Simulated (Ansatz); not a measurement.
## Ta and the effect of the functional

The cell as given:

It takes space group Im-3m (No. 229, cubic). Conventional cell: a = 3.303 Å, b = 3.303 Å, c = 3.303 Å, α = 90.00°, β = 90.00°, γ = 90.00°. Ta (site symmetry m-3m) is surrounded by 8 Ta at 2.86 Å.

Kept alike: task relaxation of cell and atoms; k mesh 11 × 11 × 11; occupations fermi-dirac, width 0.05 eV; no spin polarisation. Program: Ansatz, Ansatz PAW. Cutoffs run from 420 to 500 eV. The mesh is that of the run's cell of 1 atom. No spin-orbit coupling.

| run | volume (Å³/atom) |
| --- | --- |
| A | 17.211 |
| B | 18.576 |
| C | 18.820 |
| D | 18.245 |
| E | 17.631 |
| F | 18.481 |
| G | 18.016 |

The relaxations keep at least the cell's symmetry (Im-3m). For a metal such a mesh leaves the last digits unconverged. Relaxations stop with a little pressure left, so the last digits of a volume or edge aren't settled. All rows use potentials made for PBE.

Task: The runs differ in the functional (and the cutoff that goes with it) alone: BLYP; LDA; PBE; PBEsol; RPBE; r2SCAN; revPBE. Which run is which?

Result: Run A is LDA; run B is RPBE; run C is BLYP; run D is PBE; run E is PBEsol; run F is revPBE; run G is r2SCAN. The volume runs from 17.211 (LDA) to 18.820 Å³/atom (BLYP). From PBE: BLYP +0.575; LDA -1.034; PBEsol -0.614; RPBE +0.331; r2SCAN -0.229; revPBE +0.236.

The volumes follow how strongly each functional rewards density inhomogeneity. LDA overbinds and gives the smallest cell. Gradient-enhanced exchange lowers the energy of a more inhomogeneous density and so favours longer bonds. PBEsol, with its weaker enhancement, stays on the compact side of PBE, while revPBE and RPBE, which keep PBE correlation but strengthen the exchange enhancement, expand the lattice further. BLYP goes furthest, probably because LYP correlation doesn't recover the uniform electron gas limit, a poor starting point for itinerant metallic electrons.

Tantalum's partly filled 5d band mainly occupies bonding states, which makes the lattice stiff, so even modest volume shifts reflect appreciable differences in the pressure each functional exerts. The r2SCAN volume lies nearest that of the given cell, whose edge is close to the measured one; PBE is slightly larger and LDA clearly too small. This agreement supports r2SCAN for the equilibrium volume here, but not necessarily for cohesive energy or elastic constants, which depend on other parts of the energy surface.
